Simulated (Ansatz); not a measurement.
**Antifluorite Mg2Sn, cell of 3 atoms**

Aim: the perfect cell at several levels of theory (PBEsol, HSE06 and r²SCAN), as the reference that defects and stacks are counted from.

Method: density functional theory in Ansatz 0.2.0, PAW datasets, plane waves.

### Step 1. Starting point

3 atoms (1 Sn, 2 Mg); a = 4.769 Å, b = 4.769 Å, c = 4.769 Å, α = 60.00°, β = 60.00°, γ = 60.00°.

Steps to follow: (2) PBEsol single point at a 6×6×6 mesh, on 7 threads of Arm Neoverse-V2; (3) HSE06 single point at a 6×6×6 mesh, on 7 threads of Arm Neoverse-V2; (4) r²SCAN single point at a 6×6×6 mesh, on 7 threads of Arm Neoverse-V2.

Structure file:

```xyz
3
Lattice="0.0000 3.3720 3.3720 3.3720 0.0000 3.3720 3.3720 3.3720 0.0000" Properties=species:S:1:pos:R:3 pbc="T T T"
Sn    0.0000    0.0000    0.0000
Mg    1.6860    1.6860    1.6860
Mg    5.0580    5.0580    5.0580
```

### Step 2. PBEsol on the given atoms

The input, in.yaml:

```yaml
crystal:
  lattice:
    - [0.000000, 3.371967, 3.371967]
    - [3.371967, 0.000000, 3.371967]
    - [3.371967, 3.371967, 0.000000]
  atoms:
    - { symbol: Sn, position: [0.000000, 0.000000, 0.000000] }
    - { symbol: Mg, position: [0.250000, 0.250000, 0.250000] }
    - { symbol: Mg, position: [0.750000, 0.750000, 0.750000] }
kpoints:
  mp_grid: { grid: [6, 6, 6] }
  band_path: { path: [VBM, CBM], npoints: 2 }
hamiltonian:
  xc: pbesol
scf:
  occupations: { method: fermi_dirac, width: 0.01 }
output:
  forces: true
  eigenvalues: true
  stress: true
  populations: true
```

On the command line:

```bash
> ansatz run in.yaml --threads 7 --pin off --max-ram 26600MiB --runs-dir r --events-out ev --progress --plain
```

### Step 3. HSE06 on the same atoms

in.yaml, as its differences from that of step 2:

```diff
@@ -13,3 +13,3 @@
 hamiltonian:
-  xc: pbesol
+  xc: hse06
 scf:
@@ -19,3 +19,2 @@
   eigenvalues: true
-  stress: true
   populations: true
```

### Step 4. Single point with r²SCAN

in.yaml, as its differences from that of step 3:

```diff
@@ -13,3 +13,3 @@
 hamiltonian:
-  xc: hse06
+  xc: r2scan
 scf:
```

**Question.** What will these runs give? Wanted: for each run, top filled to lowest empty; gap over the zone; energy; pressure.

As calculated:

| level | time | top filled to lowest empty (eV) | gap over the zone (eV) | energy (eV/atom) | pressure (GPa) |
| --- | --- | --- | --- | --- | --- |
| PBEsol | 2.6 s (7 CPU threads) | 0.12 | -0.12 | -3258.1586 | 0.04 |
| HSE06 | 15 min (7 CPU threads) | 0.21 | 0.21 | -3292.4079 | - |
| r²SCAN | 2.9 s (7 CPU threads) | 0.21 | 0.21 | -3297.4051 | - |

**In words.** At the same k points, PBEsol gives a spacing 0.09 eV smaller and r²SCAN gives a spacing 0.00 eV smaller than the 0.21 eV of HSE06. The HSE06 single point took about 350 times as long as the PBEsol one on the same kind of device. Spin–orbit coupling is left out, which matters for the band edges of the heavier elements here.
